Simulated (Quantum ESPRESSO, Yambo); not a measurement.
# Converging GW for AlN (F-43m) in Yambo, part 2 of 2

What does each rung of G0W0 on AlN (F-43m) cost, and what does it buy?

Quantum ESPRESSO 7.5 and Yambo 5.3.0; PBE and many-body steps on it, plane waves. Known limits of the many-body steps: not at the basis limit.

So far. Step 2 (Empty states on the mesh, 6×6×6 mesh, 137 bands): On this mesh the gap is 3.325 eV. Step 4 (20 bands, 74.8 eV): The gap on the mesh goes from 3.32 eV to 4.25 eV, a correction of +0.92 eV.

### 5. 58 bands, 142.9 eV

Level of this step: G0W0 on PBE, plane waves, norm-conserving pseudopotentials (Yambo).

gw2.in reads:

```
HF_and_locXC
gw0
dyson
ppa
em1d
rim_cut
RandQpts= 1000000
RandGvec= 1 RL
EXXRLvcs= 72 Ry
VXCRLvcs= 288 Ry
Chimod= "HARTREE"
% BndsRnXp
 1 | 58 |
%
NGsBlkXp= 10.5 Ry
% LongDrXp
 1 | 1 | 1 |
%
% GbndRnge
 1 | 58 |
%
DysSolver= "n"
ExtendOut
PPAPntXp= 27.21138 eV
% QPkrange
 1 | 1 | 3 | 6 |
 13 | 13 | 3 | 6 |
%
```

Started as:

```
OMP_NUM_THREADS=1 mpirun -n 8 yambo -F gw2.in -J gw2 -C gw2 > gw2.log
```

Output:

```text
 Yambo, version 5.3.0

 [02] CORE Variables Setup
 =========================

  [... cell, symmetries and grids as in the set-up ...]

  [02.05] Energies & Occupations
  ==============================

  [X] === General ===
  [X] Electronic Temperature                        :  0.000000  0.000000 [eV K]
  [X] Bosonic    Temperature                        :  0.000000  0.000000 [eV K]
  [X] Finite Temperature mode                       : no
  [X] El. density                                   :  0.38398E+24 [cm-3]
  [X] Fermi Level                                   :  6.956541 [eV]

  [X] === Gaps and Widths ===
  [X] Conduction Band Min                           :  3.324859 [eV]
  [X] Valence Band Max                              :  0.000000 [eV]
  [X] Filled Bands                                  :   4
  [X] Empty Bands                                   :    5  137
  [X] Direct Gap                                    :  4.192097 [eV]
  [X] Direct Gap localized at k                     :  1
  [X] Indirect Gap                                  :  3.324859 [eV]
  [X] Indirect Gap between kpts                     :   1  13
  [X] Last valence band width                       :  2.503466 [eV]
  [X] 1st conduction band width                     :  4.659018 [eV]

 [03] Transferred momenta grid and indexing
 ==========================================

 IBZ Q-points                                      :  16
 BZ  Q-points                                      :  216

 K/Q-points units:
 rlu = crystal or reduced units; cc = cartesian coordinates; iku = interal k-units

 Q [ 1]         [rlu]:  0.000000  0.000000  0.000000
 Q [ 2]         [rlu]:  0.37242E-17  0.37242E-17  0.16667
 Q [ 3]         [rlu]:  0.74483E-17  0.74483E-17  0.33333
[...]
NLCC RL compoments                               :  11575
  PP Number of Atomic Species                      :  2
  NLCC RL compoments                               :  11575

 [xc] E_xc :  -3.456492 [Ha]
      E_xc :  -6.912984 [Ry]

  Local XC kind (lXC) : Perdew, Burke & Ernzerhof(X)+Perdew, Burke & Ernzerhof(C)
  Non-Local XC kind (nlXC) : Hartree-Fock

  Corrections @ K [1] :  [eV]
 <3|nlXC|3> = -20.91664 -0.42373E-17 <3|lXC|3> = -16.95948 -0.37763E-15
 <4|nlXC|4> = -20.91667  0.11681E-17 <4|lXC|4> = -16.95948  0.82608E-16
 <5|nlXC|5> = -8.110821  0.45392E-17 <5|lXC|5> = -12.53146 -0.18882E-15
[...]
Corrections @ K [13] :  [eV]
[...]
<5|nlXC|5> = -5.063808  0.24078E-18 <5|lXC|5> = -9.205519 -0.70807E-16
 <6|nlXC|6> = -4.411374  0.79479E-18 <6|lXC|6> = -9.460530  0.94404E-16

 [08] Dyson equation: Newton solver
 ==================================

  [08.01] G0W0 (W PPA)
  ====================

  [  GW  ] Bands range     :    1   58
  [GW/PPA] G damping       :  0.100000 [eV]

  QP @ state[ 1 ] K range:  1  1
  QP @ state[ 1 ] b range:   3   6
  QP @ state[ 2 ] K range:  13  13
  QP @ state[ 2 ] b range:   3   6

   Sc/G bands                                       :    1   58
   Sc/G damping                                     :  0.100000 ev
   Sc bands terminator                              : no
   Sx RL components                                 :  1471

   QP @ state[ 1 ] K range                          :  1  1
   QP @ state[ 1 ] b range                          :   3   6
   QP @ state[ 2 ] K range                          :  13  13
   QP @ state[ 2 ] b range                          :   3   6
   GF energies kind                                 : Perdew, Burke & Ernzerhof(X)+Perdew, Burke & Ernzerhof(C)
   GF WF`s kind                                     : Perdew, Burke & Ernzerhof(X)+Perdew, Burke & Ernzerhof(C)
   Xs energies kind                                 : Perdew, Burke & Ernzerhof(X)+Perdew, Burke & Ernzerhof(C)
   Xs WF`s kind                                     : Perdew, Burke & Ernzerhof(X)+Perdew, Burke & Ernzerhof(C)

 [11] Game Over & Game summary
```

Wall time 23 s (8 MPI ranks of Arm Neoverse V1, shared host); peak memory 2.4 GiB.

This step gave:

```yaml
g0w0_gap_on_the_points_computed: 4.396 eV
starting_gap_on_the_mesh: 3.325 eV
k_of_the_valence_top: 0, 0, 0
k_of_the_conduction_bottom: 0, -0.5, -0.5
least_direct_g0w0_gap_on_the_computed_points: 5.525 eV
z_at_the_valence_top: 0.7929
z_at_the_conduction_bottom: 0.8394
```

Against G0W0 in Yambo (6×6×6 mesh, 20 bands, screening to 74.8 eV, Godby-Needs plasmon pole), the gap moves by +0.147 eV.

### 6. 137 bands, 217.7 eV

gw3.in, as its differences from gw2.in of step 5:

```diff
@@ -12,5 +12,5 @@
 % BndsRnXp
- 1 | 58 |
+ 1 | 137 |
 %
-NGsBlkXp= 10.5 Ry
+NGsBlkXp= 16 Ry
 % LongDrXp
@@ -19,3 +19,3 @@
 % GbndRnge
- 1 | 58 |
+ 1 | 137 |
 %
```

Started as:

```
OMP_NUM_THREADS=1 mpirun -n 8 yambo -F gw3.in -J gw3 -C gw3 > gw3.log
```

Output:

```text
 Yambo, version 5.3.0

 [02] CORE Variables Setup
 =========================

  [... cell, symmetries and grids as in the set-up ...]

  [02.05] Energies & Occupations
  ==============================

  [X] === General ===
  [X] Electronic Temperature                        :  0.000000  0.000000 [eV K]
  [X] Bosonic    Temperature                        :  0.000000  0.000000 [eV K]
  [X] Finite Temperature mode                       : no
  [X] El. density                                   :  0.38398E+24 [cm-3]
[...]
QP @ state[ 1 ] b range                          :   3   6
   QP @ state[ 2 ] K range                          :  13  13
   QP @ state[ 2 ] b range                          :   3   6
   GF energies kind                                 : Perdew, Burke & Ernzerhof(X)+Perdew, Burke & Ernzerhof(C)
   GF WF`s kind                                     : Perdew, Burke & Ernzerhof(X)+Perdew, Burke & Ernzerhof(C)
   Xs energies kind                                 : Perdew, Burke & Ernzerhof(X)+Perdew, Burke & Ernzerhof(C)
   Xs WF`s kind                                     : Perdew, Burke & Ernzerhof(X)+Perdew, Burke & Ernzerhof(C)

 [11] Game Over & Game summary
```

The job ended after 93 s (8 MPI ranks; peak memory 2.8 GiB; 12 min of CPU time).

Numbers from this step:

- G0W0 gap on the points computed: 4.576 eV
- starting gap on the mesh: 3.325 eV
- k of the valence top: 0, 0, 0
- k of the conduction bottom: 0, -0.5, -0.5
- least direct G0W0 gap on the computed points: 5.616 eV

Against G0W0 in Yambo (6×6×6 mesh, 58 bands, screening to 142.9 eV, Godby-Needs plasmon pole), the gap moves by +0.180 eV.

### 7. The runs together

Times are wall times on 8 MPI ranks of Arm Neoverse V1, shared host, good to a factor of about two.

```
                run   mesh  bands  screening cutoff (eV)  DFT gap (eV)  gap on the mesh (eV)  direct (eV)   time
  20 bands, 74.8 eV  6×6×6     20                   74.8         3.325                 4.249        5.379  9.6 s
 58 bands, 142.9 eV  6×6×6     58                  142.9         3.325                 4.396        5.525   23 s
137 bands, 217.7 eV  6×6×6    137                  217.7         3.325                 4.576        5.616   93 s
```

### 8. What came out

* 20 bands, 74.8 eV: 4.249 eV
* 58 bands, 142.9 eV: 4.396 eV
* 137 bands, 217.7 eV: 4.576 eV
* known limits: not at the basis limit

What this shows: From the first rung to the last the gap moves by +0.33 eV for 9.8 times the time. The steps are not yet shrinking, so no limit is drawn. In the G0W0 runs levels were corrected at 2 k points alone, so a gap called «on the mesh» is the least over those, and an edge elsewhere would be missed.

[Paths, hosts, dates, memory and timing lines, banners, echoed tables and standing remarks are left out of the program output.]

[Logs are printed without paths, hosts, clocks, repeated set-up lines and the standing remarks that a program may print on its own settings, such as how far it seeks lower states.]

[Runs of the session that timed out or met a known fault of the program may be left out.]

[Hosts, paths, dates, database ids (printed as entryN), source tags and the programs' standing remarks are cut or masked in the printed files.]
